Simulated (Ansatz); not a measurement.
Wanted: the native input for an Ansatz 0.2.0 run.

```
Task                : relaxation of the atoms
Functional          : PBE
Potentials or basis : Ansatz PAW
Cutoff              : 420 eV (not typed: the program's choice for these potentials)
k mesh              : 10 × 10 × 10
Occupations         : fermi-dirac, width 0.05 eV
Spin                : no spin polarisation
```

WC:

```
W C
1.0
     0.00000    2.19268    2.19268
     2.14883    0.00000    2.19268
     2.14883    2.19268    0.00000
W C
1 1
Direct
  0.00000 0.00000 0.00000
  0.50000 0.50000 0.50000
```

Measurements of this composition are mostly on another form, of space group No. 187.

The cell isn't the ideal one: strained by -2 %.

The input as run:

input.yaml

```yaml
crystal:
  lattice:
    - [0.0, 2.192684, 2.192684]
    - [2.14883032, 0.0, 2.192684]
    - [2.14883032, 2.192684, 0.0]
  atoms:
    - { symbol: W, position: [0.0, 0.0, 0.0] }
    - { symbol: C, position: [0.5, 0.5, 0.5] }
hamiltonian:
  xc: pbe
  pseudopotentials: { kind: paw }
kpoints:
  mp_grid: { grid: [10, 10, 10] }
scf:
  occupations: { method: fermi_dirac, width: 0.05 }
output:
  forces: true
  stress: true
  eigenvalues: true
relax:
  f_tol: 0.01
  max_steps: 40
```

Potentials or basis: Ansatz PAW.

The run is started by

```console
$ ansatz run input.yaml --threads 2 --pin off --max-ram 5632MiB --backend cpu --events-out ev --progress --plain --runs-dir out
```

Results of the run:

```json
{
  "Pressure after relaxing": "6.4 GPa",
  "Band gap on the k mesh": "none (metal or under the smearing width)"
}
```

Caveat: the relaxation stopped at its first step, so nothing moved; the pressure holds a Pulay correction of +0.3 GPa for the finite cutoff; the thresholds are loose for stress.

Run time: 1.4 s on 2 threads of Arm Neoverse V2, on a shared host, peak memory 0.31 GiB.
